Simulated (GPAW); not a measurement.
The system is TaN.

```
Ta N
1.0
     2.93800    0.00000    0.00000
    -1.46900    2.54438    0.00000
     0.00000    0.00000    2.88300
Ta N
1 1
Direct
  0.00000 0.00000 0.50000
  0.66667 0.33333 0.00000
```

Base run:

| Item | Value |
| --- | --- |
| Program | GPAW 26.7.0 |
| Functional | r2SCAN |
| Potentials or basis | GPAW PAW data sets (gpaw-data 1.2.1) |
| Cutoff | 600 eV |
| Basis | pw |
| k mesh | 8 × 8 × 7 |
| Occupations | fermi-dirac, width 0.05 eV |
| Spin | no spin polarisation |

Its results: band gap on the k mesh none (metal or under the smearing width); pressure -5.6 GPa.

**Question.** The run is repeated on the same cell with these changes: functional from r2SCAN to PBE; cutoff from 600 eV to 650 eV. What comes out?

**Answer.** Band gap on the k mesh none (metal or under the smearing width); pressure 1.5 GPa.

Caveats: the cutoff is short for stress and forces, so pressures can be off by a GPa or more; the PAW data sets were made with another functional, which shifts forces and pressure a little (some runs).
